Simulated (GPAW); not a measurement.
The system is Sb.

```xyz
2
Lattice="2.1542 1.2437 3.7580 -2.1542 1.2437 3.7580 0.0000 -2.4875 3.7580" Properties=species:S:1:pos:R:3 pbc="T T T"
Sb    0.0000    0.0000    8.6416
Sb    0.0000    0.0000    2.6324
```

```yaml
Program: GPAW 26.7.0
Task: single point
Functional: PBE
Potentials_or_basis: GPAW PAW data sets (gpaw-data 1.2.1)
Cutoff: 600 eV
Basis: pw
k_mesh: 8 × 8 × 8
Occupations: fermi-dirac, width 0.05 eV
Spin: no spin polarisation
```

On this cell: pressure 2.4 GPa; largest force 0.142 eV/Å; band gap on the k mesh none (metal or under the smearing width).

The same run follows on a disturbed copy (atoms moved at random, drawn with an rms of 0.05 Å):

```xyz
2
Lattice="2.1542 1.2437 3.7580 -2.1542 1.2437 3.7580 0.0000 -2.4875 3.7580" Properties=species:S:1:pos:R:3 pbc="T T T"
Sb    0.0271   -0.0085    8.5965
Sb    0.0487    0.0409    2.6298
```

**Question.** What changes?

**Answer.** The energy (extrapolated to zero smearing) moves by +0.6 meV/atom; pressure 1.9 GPa; largest force 0.107 eV/Å; band gap on the k mesh none (metal or under the smearing width).

Forces on the atoms (eV/Å):
```
Sb   0.051  0.087  0.035
Sb  -0.051 -0.087 -0.035
```

Stress tensor (GPa, compression positive):
```
 2.18  0.12 -0.24
 0.12  2.03 -0.45
-0.24 -0.45  1.36
```
